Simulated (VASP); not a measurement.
# WC (Cmmm) in VASP: settings compared

The runs below take WC through relaxation of cell and atoms, relaxation of the atoms, with PBE, PBEsol, r2SCAN+D4.

Program: VASP 6.6.1. These are calculated values, not measurements. Logs are shortened: lines on timing, memory, paths and dates and some standing lists are left out, and cuts for length are marked.

### 1 The crystal as given

Symmetry: Cmmm, No. 65, orthorhombic system. Conventional cell: a = 3.281 Å, b = 4.236 Å, c = 4.309 Å, α = 90.00°, β = 90.00°, γ = 90.00°. Around W (site symmetry mmm) lie 4 W at 2.68 Å and 8 C at 2.71 to 3.02 Å. C (site symmetry mmm) is surrounded by 4 C at 2.68 Å and 8 W at 2.71 to 3.02 Å.

The cell was built by a generator and needn't be a form met in nature.

### 2 Relaxation of cell and atoms, PBE

Contents of INCAR:

```
ALGO = Normal
EDIFF = 1E-7
EDIFFG = -0.01
ENCUT = 600
GGA = PE
IBRION = 2
ISIF = 3
ISMEAR = 0
LASPH = T
LCHARG = F
LREAL = F
LWAVE = F
NELM = 60
NSW = 60
PREC = Accurate
SIGMA = 0.05
```

Contents of KPOINTS:

```
k-points
0
Gamma
  10 10 6
```

Contents of POSCAR:

```
WC
1.0
    1.6403461100     -2.1180379000      0.0000000000
    1.6403461100      2.1180379000      0.0000000000
    0.0000000000      0.0000000000      4.3094211000
W C
1 1
Direct
    0.5000000000      0.5000000000      0.5000000000
    0.0000000000      0.0000000000      0.0000000000
```

Potentials or basis: VASP PAW PBE potentials, release 64 (W_sv, C).

On the command line:

```console
cat potpaw_PBE.64/W_sv/POTCAR potpaw_PBE.64/C/POTCAR > POTCAR
mpirun -np 1 vasp_std > vasp.out
```

OUTCAR:

```text
EDIFF = 1E-7
   EDIFFG = -0.01
   ENCUT = 600
   GGA = PE
   IBRION = 2
   ISIF = 3
   ISMEAR = 0
   LASPH = T
   LREAL = F
   NELM = 60
   NSW = 60
   PREC = Accurate

 ion  position               nearest neighbor table
   1  0.500  0.500  0.500-   2 2.71   2 2.71   2 2.71   2 2.71
   2  0.000  0.000  0.000-   1 2.71   1 2.71   1 2.71   1 2.71

  LATTYP: Found a base centered orthorhombic cell.
 ALAT       =     3.2806922200
 B/A-ratio  =     1.2912140231
 C/A-ratio  =     1.3135706769

  Lattice vectors:

 A1 = (   1.6403461100,  -2.1180379000,   0.0000000000)
 A2 = (   1.6403461100,   2.1180379000,   0.0000000000)
 A3 = (   0.0000000000,   0.0000000000,   4.3094211000)

Analysis of symmetry for initial positions (statically):
=====================================================================
 Subroutine PRICEL returns:
 Original cell was already a primitive cell.

 Routine SETGRP: Setting up the symmetry group for a
 base centered orthorhombic supercell.

 Subroutine GETGRP returns: Found  8 space group operations
 (whereof  8 operations were pure point group operations)
 out of a pool of  8 trial point group operations.

The static configuration has the point symmetry D_2h.

Analysis of symmetry for dynamics (positions and initial velocities):
=====================================================================
 Subroutine PRICEL returns:
 Original cell was already a primitive cell.

 Routine SETGRP: Setting up the symmetry group for a
 base centered orthorhombic supercell.

 Subroutine GETGRP returns: Found  8 space group operations
 (whereof  8 operations were pure point group operations)
 out of a pool of  8 trial point group operations.

The dynamic configuration has the point symmetry D_2h.

 Subroutine INISYM returns: Found  8 space group operations
 (whereof  8 operations are pure point group operations),
 and found     1 'primitive' translations

----------------------------------------------------------------------------------------

                                     Primitive cell

  volume of cell :      29.9446

  direct lattice vectors                    reciprocal lattice vectors
     1.640346110 -2.118037900  0.000000000     0.304813720 -0.236067542  0.000000000
     1.640346110  2.118037900  0.000000000     0.304813720  0.236067542  0.000000000
     0.000000000  0.000000000  4.309421100     0.000000000  0.000000000  0.232049729

  length of vectors
     2.678958735  2.678958735  4.309421100     0.385537661  0.385537661  0.232049729

  position of ions in fractional coordinates (direct lattice)
     0.500000000  0.500000000  0.500000000
     0.000000000  0.000000000  0.000000000

  ion indices of the primitive-cell ions
   primitive index   ion index
                 1           1
                 2           2

----------------------------------------------------------------------------------------

 KPOINTS: k-points

Automatic generation of k-mesh.
 Grid dimensions read from file:
 generate k-points for:   10   10    6

 Generating k-lattice:

  Cartesian coordinates                     Fractional coordinates (reciprocal lattice)
     0.030481372 -0.023606754  0.000000000     0.100000000  0.000000000  0.000000000
     0.030481372  0.023606754  0.000000000     0.000000000  0.100000000  0.000000000
     0.000000000  0.000000000  0.038674955     0.000000000  0.000000000  0.166666667

  Length of vectors
     0.038553766  0.038553766  0.038674955

  Shift w.r.t. Gamma in fractional coordinates (k-lattice)
     0.000000000  0.000000000  0.000000000

 Subroutine IBZKPT returns following result:
 ===========================================

 Found    124 irreducible k-points:

 Following reciprocal coordinates:
            Coordinates               Weight
  0.000000  0.000000  0.000000      1.000000
  0.100000  0.000000  0.000000      4.000000
  0.200000  0.000000  0.000000      4.000000
  0.300000  0.000000  0.000000      4.000000
  0.400000  0.000000  0.000000      4.000000
  0.500000  0.000000  0.000000      2.000000
[... 16 lines left out ...]
  0.300000  0.300000  0.000000      2.000000
  0.400000  0.300000  0.000000      4.000000
 [... further k-points ...]
   k-points           NKPTS =    124   k-points in BZ     NKDIM =    124   number of bands    NBANDS=     13
   number of dos      NEDOS =    301   number of ions     NIONS =      2
   total plane-waves  NPLWV =  20736
   dimension x,y,z NGX =    24 NGY =   24 NGZ =   36
   dimension x,y,z NGXF=    48 NGYF=   48 NGZF=   72
   ions per type =               1   1
   NGX,Y,Z   is equivalent  to a cutoff of  14.89, 14.89, 13.89 a.u.
   NGXF,Y,Z  is equivalent  to a cutoff of  29.79, 29.79, 27.78 a.u.
 SYSTEM =  unknown system
   PREC   = accura    normal or accurate (medium, high low for compatibility)
   ISTART =      0    job   : 0-new  1-cont  2-samecut
   ICHARG =      2    charge: 1-file 2-atom 10-const
   ISPIN  =      1    spin polarized calculation?
[... 62 lines left out ...]
  --------------------------------------------------------------------------------------
  -------------------------------------------------------------------------------------
  Total       -6.5339222     -0.3965316    -10.9969764      0.0000000      0.0000000      0.0000000
  in kB     -349.5959511    -21.2163278   -588.3905994      0.0000000      0.0000000      0.0000000
  external PRESSURE =    -319.7342928 kB  Pullay stress =       0.0000000 kB
[... 89 lines left out ...]
  FREE ENERGIE OF THE ION-ELECTRON SYSTEM (eV)
  ---------------------------------------------------
  free  energy   TOTEN  =       -19.2458816620 eV

  energy  without entropy=      -19.2433934860  energy(sigma->0) =      -19.24463757

 E-fermi :  10.0173     XC(G=0): -13.0355

 val. band max:       10.0172517232   @ k =   0.2000   0.1000   0.5000
 cond. band min:      10.0340412720   @ k =  -0.2000   0.1000   0.3333
 fundamental gap:      0.0167895488
 Fermi energy:        10.0173331198

 k-point     1 :       0.0000    0.0000    0.0000
  band No.  band energies     occupation
      1     -64.5449      2.00000
      2     -28.6966      2.00000
      3     -28.5896      2.00000
      4     -28.4116      2.00000
      5      -4.4044      2.00000
      6       5.4310      2.00000
      7       7.5445      2.00000
      8       8.9925      2.00000
      9       9.0013      2.00000
     10      10.0460      0.41766
     11      10.3254      0.00000
     12      11.3729      0.00000
     13      12.4401      0.00000
[... 353 lines left out ...]
 k-point    24 :       0.4000    0.3000    0.0000
  band No.  band energies     occupation
      1     -64.5059      2.00000
      2     -29.0003      2.00000
      3     -28.7597      2.00000
      4     -28.6097      2.00000
      5      -1.0304      2.00000
      6       3.6062      2.00000
      7       4.3788      2.00000
      8       5.3686      2.00000
      9      10.2601      0.00000
     10      10.3682      0.00000
     11      12.5736      0.00000
     12      13.5775      0.00000
     13      17.7774      0.00000

 [... further k-points ...]

[... ionic steps 4 to 22 ...]

--------------------------------------- Ionic step       23  -------------------------------------------

 number of electron      18.0000001 magnetization

------------------------ aborting loop because EDIFF is reached ----------------------------------------

  FORCE on cell =-STRESS in cart. coord.  units (eV):
  Direction    XX          YY          ZZ          XY          YZ          ZX
  --------------------------------------------------------------------------------------
  -------------------------------------------------------------------------------------
  Total        0.0393489     -0.0077485     -0.0322524      0.0000000      0.0000000      0.0000000
  in kB        2.6725974     -0.5262822     -2.1905956      0.0000000      0.0000000      0.0000000
  external PRESSURE =      -0.0147601 kB  Pullay stress =       0.0000000 kB
[... 57 lines left out ...]
  energy  without entropy=      -20.6538323929  energy(sigma->0) =      -20.65484926

--------------------------------------- Ionic step       25  -------------------------------------------

 number of electron      18.0000001 magnetization

 Free energy of the ion-electron system (eV)
  ---------------------------------------------------
  ext. energy  EPLUGINS =         0.00000000
  ---------------------------------------------------
  free energy    TOTEN  =       -20.65588255 eV

  energy without entropy =      -20.65383086  energy(sigma->0) =      -20.65485671

 E-fermi :   9.9794     XC(G=0): -13.0250

 val. band max:        9.9732223119   @ k =   0.3000   0.2000   0.0000
 cond. band min:       9.9926014186   @ k =   0.2000   0.1000   0.3333
 fundamental gap:      0.0193791067
 Fermi energy:         9.9794322099

 k-point     1 :       0.0000    0.0000    0.0000
  band No.  band energies     occupation
      1     -64.5714      2.00000
      2     -28.7355      2.00000
      3     -28.6024      2.00000
      4     -28.4358      2.00000
      5      -4.4176      2.00000
      6       5.3776      2.00000
      7       7.4893      2.00000
      8       8.8962      2.00000
      9       9.0789      2.00000
     10      10.0938      0.00122
     11      10.3287      0.00000
     12      11.3517      0.00000
     13      12.3728      0.00000
[... 353 lines left out ...]
 k-point    24 :       0.4000    0.3000    0.0000
  band No.  band energies     occupation
      1     -64.5310      2.00000
      2     -29.0310      2.00000
      3     -28.7843      2.00000
      4     -28.6453      2.00000
      5      -1.0306      2.00000
      6       3.6284      2.00000
      7       4.3718      2.00000
      8       5.2478      2.00000
      9      10.1717      0.00000
     10      10.3791      0.00000
     11      12.5686      0.00000
     12      13.5624      0.00000
     13      17.8111      0.00000

 [... further k-points ...]

------------------------ aborting loop because EDIFF is reached ----------------------------------------

  FORCE on cell =-STRESS in cart. coord.  units (eV):
  Direction    XX          YY          ZZ          XY          YZ          ZX
  --------------------------------------------------------------------------------------
  -------------------------------------------------------------------------------------
  Total        0.0020056     -0.0054413     -0.0152912      0.0000000      0.0000000      0.0000000
  in kB        0.1362314     -0.3695980     -1.0386453      0.0000000      0.0000000      0.0000000
  external PRESSURE =      -0.4240040 kB  Pullay stress =       0.0000000 kB
[... 17 lines left out ...]
  FREE ENERGIE OF THE ION-ELECTRON SYSTEM (eV)
  ---------------------------------------------------
  free  energy   TOTEN  =       -20.6558825530 eV

  energy  without entropy=      -20.6538308598  energy(sigma->0) =      -20.65485671

 reached required accuracy - stopping structural energy minimisation
```

Run time: 15 min. Hardware: 1 thread of AMD EPYC 7R43 (Zen 3), shared host; peak memory 0.2 GiB.

What came out:

| Item | Value |
| --- | --- |
| Free energy | -20.6559 eV |
| Relaxed volume | 11.79 Å³/atom |
| Relaxed cell | a = 3.032 Å, b = 3.032 Å, c = 3.019 Å, α = 90.00°, β = 90.00°, γ = 121.81° |
| Space group after relaxing (to 0.05 Å) | Cmmm (No. 65) |
| Energy gained by relaxing | 1977.4 meV/atom |
| Ionic steps | 25 |
| Pressure after relaxing | 0.0 GPa |
| Band gap on the k mesh | none (metal or under the smearing width) |

Step by step:
```csv
step,energy change (eV),largest force (eV/Å),pressure (GPa),volume (Å³)
1,0.0000,0.0000,-31.97,29.94
2,-2.2388,0.0000,89.76,18.36
3,-2.5448,0.0000,32.10,20.41
4,-2.8944,0.0000,95.15,18.79
5,-3.2474,0.0000,58.04,19.51
6,-3.8274,0.0000,-15.41,23.96
7,-3.8772,0.0000,-3.20,22.80
8,-3.8772,0.0000,-4.01,22.87
9,-3.9239,0.0000,0.14,22.91
10,-3.9255,0.0000,9.27,22.93
11,-3.9373,0.0000,4.95,22.93
12,-3.9528,0.0000,-0.07,23.55
13,-3.9533,0.0000,-0.96,23.68
14,-3.9533,0.0000,-1.14,23.70
15,-3.9545,0.0000,0.55,23.63
16,-3.9545,0.0000,0.41,23.63
17,-3.9547,0.0000,-0.26,23.67
18,-3.9547,0.0000,-0.15,23.67
19,-3.9547,0.0000,-0.04,23.65
20,-3.9547,0.0000,0.21,23.61
21,-3.9547,0.0000,0.17,23.61
22,-3.9548,0.0000,0.12,23.60
23,-3.9548,0.0000,0.00,23.59
24,-3.9548,0.0000,-0.01,23.59
25,-3.9548,0.0000,-0.04,23.59
```

Final structure:
```
W C
1.0
     1.47448   -2.64968    0.00000
     1.47448    2.64968    0.00000
     0.00000    0.00000    3.01873
W C
1 1
Direct
  0.50000 0.50000 0.50000
  0.00000 0.00000 0.00000
```

Caveat: the volume moved by over 15 % at a fixed basis, so the end points are rough. Spin-orbit coupling is left out, which matters for the levels of W.

### 3 Relaxation of the atoms, PBEsol

Contents of INCAR:

```
SYSTEM = WC
  PREC = Accurate
  ENCUT = 520
  EDIFF = 1E-6
  ISMEAR = 0
  SIGMA = 0.05
  LREAL = .FALSE.
  LASPH = .TRUE.
  NELM = 60
  ALGO = Normal
  ISIF = 2
  LWAVE = .FALSE.
  LCHARG = .FALSE.
  GGA = PS
  IBRION = 2
  NSW = 60
  EDIFFG = -0.01
```

Contents of KPOINTS:

```
Automatic mesh
0
G
  10 10 6
  0 0 0
```

POSCAR is that of step 2.

Potentials or basis: VASP PAW PBE potentials, release 64 (W_sv, C).

On the command line:

```console
cat potpaw_PBE.64/W_sv/POTCAR potpaw_PBE.64/C/POTCAR > POTCAR
mpirun -np 1 vasp_std > vasp.out
```

Run time: 36 s. Hardware: 1 thread of AMD EPYC 7R43 (Zen 3), shared host; peak memory 0.14 GiB.

Results (log left out):

* Free energy: -17.7959 eV
* Pressure after relaxing: -37.6 GPa
* Band gap on the k mesh: none (metal or under the smearing width)

Stress tensor (GPa, compression positive):
```
-40.80   0.00   0.00
  0.00  -8.51   0.00
  0.00   0.00 -63.37
```

Final structure:
```yaml
crystal:
  lattice:
    - [1.64035, -2.11804, 0.00000]
    - [1.64035, 2.11804, 0.00000]
    - [0.00000, 0.00000, 4.30942]
  atoms:
    - { symbol: W, position: [0.50000, 0.50000, 0.50000] }
    - { symbol: C, position: [0.00000, 0.00000, 0.00000] }
```

Levels at points of the mesh, in eV from the Fermi level:
```tsv
k point	band 6	band 7	band 8	band 9	band 10	band 11	band 12	band 13
(0.00, 0.00, 0.00)	-5.60	-3.40	-3.22	1.80	2.10	2.11	2.66	2.71
(0.50, 0.00, 0.00)	-5.88	-4.83	-3.71	1.85	1.88	2.60	3.50	4.36
(0.50, 0.50, 0.00)	-3.73	-3.34	-2.64	-0.89	-0.76	-0.18	0.97	6.10
(0.00, 0.00, 0.50)	-7.98	-3.37	-2.68	0.21	2.04	2.58	3.69	4.44
(0.50, 0.00, 0.50)	-4.49	-3.98	-2.49	-0.66	0.18	2.20	2.35	2.65
(0.50, 0.50, 0.50)	-5.70	-5.06	-2.89	0.21	1.07	2.67	3.65	4.12
```

Caveat: the relaxation stopped at its first step, so nothing moved; a pressure of tens of GPa on the cell as given is suspect, and the run, the potentials or the cell itself is likely at fault; the PAW data sets were made with another functional, which shifts forces and pressure a little. The run has no spin-orbit coupling, so splittings on W are missing.

### 4 Relaxation of the atoms, r2SCAN+D4 (volume scaled by 1.08)

Contents of INCAR:

```
SYSTEM = WC
PREC = Accurate ; ENCUT = 520
EDIFF = 1E-6 ; ISMEAR = 0
SIGMA = 0.01 ; LREAL = .FALSE.
LASPH = .TRUE. ; NELM = 60
ALGO = Normal ; ISIF = 2
LWAVE = .FALSE. ; LCHARG = .FALSE.
METAGGA = R2SCAN ; LMIXTAU = .TRUE.
IVDW = 13 ; VDW_S6 = 1.0
VDW_S8 = 0.6018749 ; VDW_A1 = 0.51559235
VDW_A2 = 5.77342911 ; IBRION = 2
NSW = 40 ; EDIFFG = -0.01
```

KPOINTS is that of step 3.

Contents of POSCAR:

```
WC
1.0
    1.6829714354     -2.1730763179      0.0000000000
    1.6829714354      2.1730763179      0.0000000000
    0.0000000000      0.0000000000      4.4214038551
W C
1 1
Selective dynamics
Direct
    0.5000000000      0.5000000000      0.5000000000  F F F
    0.0000000000      0.0000000000      0.0000000000  T T T
```

On the command line:

```console
cat potpaw_PBE.64/W_sv/POTCAR potpaw_PBE.64/C/POTCAR > POTCAR
mpirun -np 1 vasp_std > vasp.out
```

Run time: 3.6 min. Hardware: 1 thread of AMD EPYC 7R43 (Zen 3), shared host; peak memory 0.15 GiB.

Results (log left out):

```yaml
Free_energy: -55.2472 eV
Pressure_after_relaxing: -40.6 GPa
Band_gap_on_the_k_mesh: none (metal or under the smearing width)
Dispersion_energy_per_atom: -0.156 eV
```

Stress tensor (GPa, compression positive):
```
-45.30   0.00   0.00
  0.00 -17.00   0.00
  0.00   0.00 -59.54
```

Final structure:
```yaml
crystal:
  lattice:
    - [1.68297, -2.17308, 0.00000]
    - [1.68297, 2.17308, 0.00000]
    - [0.00000, 0.00000, 4.42140]
  atoms:
    - { symbol: W, position: [0.50000, 0.50000, 0.50000] }
    - { symbol: C, position: [0.00000, 0.00000, 0.00000] }
```

Levels at points of the mesh, in eV from the Fermi level:
```
           k point  band 7  band 8  band 9  band 10  band 11  band 12
(0.00, 0.00, 0.00)   -3.34   -3.15    1.79     1.89     2.06     2.56
(0.50, 0.00, 0.00)   -4.52   -3.54    1.85     1.86     2.61     3.17
(0.50, 0.50, 0.00)   -3.07   -2.33   -0.84    -0.58    -0.08     1.05
(0.00, 0.00, 0.50)   -3.32   -2.51    0.26     2.08     2.57     3.66
(0.50, 0.00, 0.50)   -3.71   -2.51   -0.70     0.33     2.20     2.30
(0.50, 0.50, 0.50)   -4.67   -2.69    0.28     1.15     2.60     3.56
```

Caveat: the relaxation stopped at its first step, so nothing moved; the PAW data sets were made with another functional, which shifts forces and pressure a little; pairwise dispersion overbinds metals, which lowers pressure and volume. The run has no spin-orbit coupling, so splittings on W are missing.

### 5 Overview

| task | level | cell | cutoff (eV) | smearing | atoms held fixed (from 0) | gap on the mesh (eV) | pressure (GPa) |
| --- | --- | --- | --- | --- | --- | --- | --- |
| relaxation of cell and atoms | PBE | relaxed | 600 | gaussian 0.05 eV | - | none | 0.0 |
| relaxation of the atoms | PBEsol | atoms relaxed | 520 | gaussian 0.05 eV | - | none | -37.6 |
| relaxation of the atoms | r2SCAN+D4 | atoms relaxed from: volume scaled by 1.08 | 520 | gaussian 0.01 eV | [0] | none | -40.6 |

Alike in all rows: potentials or basis VASP PAW PBE potentials, release 64 (W_sv, C); no spin polarisation; k mesh 10 × 10 × 6.

Caveats: the relaxation stopped at its first step, so nothing moved (some runs); the PAW data sets were made with another functional, which shifts forces and pressure a little (some runs); the volume moved by over 15 % at a fixed basis, so the end points are rough (some runs); a pressure of tens of GPa on the cell as given is suspect, and the run, the potentials or the cell itself is likely at fault (some runs); pairwise dispersion overbinds metals, which lowers pressure and volume (some runs).

Total energies depend on the potentials used, so only differences within one code and one set of settings carry meaning.
